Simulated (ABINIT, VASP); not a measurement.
This is a calculation of CoO for VASP 6.6.1. 

INCAR

```
SYSTEM = CoO
PREC = Accurate
ENCUT = 520
EDIFF = 1E-7
ISMEAR = -1
SIGMA = 0.05
LREAL = .False.
LASPH = .True.
NELM = 120
ALGO = Normal
ISIF = 2
LWAVE = .False.
LCHARG = .False.
ISPIN = 2
MAGMOM = 2 0
LORBIT = 11
LMAXMIX = 4
GGA = PS
NBANDS = 18
```

KPOINTS

```
Automatic mesh
0
Gamma
  11 11 11
  0 0 0
```

Contents of POSCAR:

```
CoO
1.0
    0.0000000000      2.1315000000      2.1315000000
    2.1315000000      0.0000000000      2.1315000000
    2.1315000000      2.1315000000      0.0000000000
Co O
1 1
Direct
    0.0000000000      0.0000000000      0.0000000000
    0.5000000000      0.5000000000      0.5000000000
```

Potentials or basis: VASP PAW PBE potentials, release 64 (Co, O).

Launch:

```bash
$ cat potpaw_PBE.64/Co/POTCAR potpaw_PBE.64/O/POTCAR > POTCAR
$ mpirun -np 1 vasp_std > vasp.out
```

Question: Translate it to ABINIT 10.8.3 (patched build). Potentials or basis there: PseudoDojo NC SR PBEsol v0.4.1 standard, cutoff 1306 eV.

Answer: As run (cutoffs and basis follow the program's own potentials, and thresholds, step limits or extra output files can differ):

File run.abi:

```
# Pseudopotentials
pp_dirpath "./"
pseudos "Co.upf, O.upf"

# Structure
acell 3.0143962082 3.0143962082 3.0143962082 Angstrom
rprim
     0.0000000000     0.7071067812     0.7071067812
     0.7071067812     0.0000000000     0.7071067812
     0.7071067812     0.7071067812     0.0000000000
ntypat 2
znucl 27 8
natom 2
typat 1 2
xred
     0.0000000000     0.0000000000     0.0000000000
     0.5000000000     0.5000000000     0.5000000000

# Plane-wave basis
ecut 48.0

# k points
kptopt 1
ngkpt 11 11 11
nshiftk 1
shiftk 0.0 0.0 0.0

# Exchange and correlation
ixc -116133

# Bands and occupations
nband 16
occopt 3
tsmear 0.00183747

# Spin
nsppol 2
spinat
     0.0000000000     0.0000000000     2.0000000000
     0.0000000000     0.0000000000     0.0000000000

# SCF cycle
nstep 100
tolvrs 1.0e-10

# Output
iomode 3
prtwf 0
prtden 0
prteig 0
prtebands 0
enunit 2
```

Potentials or basis: PseudoDojo NC SR PBEsol v0.4.1 standard.

The run is started by

```sh
$ abinit run.abi > log 2>&1
```

Both were run:

|  | VASP | ABINIT |
| --- | --- | --- |
| Pressure | -11.3 GPa | -11.1 GPa |
| Net moment | 2.94 μB per cell | 2.98 μB per cell |
| Valence electrons inside the program's atomic spheres | Co 7.80; O 4.95 | Co 15.02; O 6.18 (radii [1.0584, 1.0584] Å) |

The potentials hold 15 and 23 valence electrons a cell.

VASP's potentials were made for PBE.

The magnetic state is the one that the start led to; the real crystal's order can differ.

The cell lies far from this level's equilibrium.

Pressure is positive in compression.
